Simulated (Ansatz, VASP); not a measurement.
## Pd: VASP beside Ansatz

```
CELL_PARAMETERS angstrom
0.00000 1.92114 1.92114
1.92114 0.00000 1.92114
1.92114 1.92114 0.00000
ATOMIC_POSITIONS crystal
Pd 0.00000 0.00000 0.00000
```

Alike in both runs: task single point; functional LDA; k mesh 14 × 14 × 14; occupations fermi-dirac, width 0.01 eV; no spin polarisation.

|  | VASP | Ansatz |
| --- | --- | --- |
| version | VASP 6.6.1 | Ansatz 0.2.0 |
| potentials or method | VASP PAW LDA potentials, release 64 (Pd) | plane waves (420 eV) with PAW, scalar-relativistic |
| plane-wave cutoff (eV) | 520 | 420 |
| valence electrons in the cell | 10 | 18 |

Ansatz gave:

```
pressure (GPa) : -0.5
```

Task: Estimate VASP's values.

Result: Pressure (GPa): -0.2.

The two sets of potentials don't hold the same shells in valence. Ansatz warned: «pseudo_functional_mismatch».
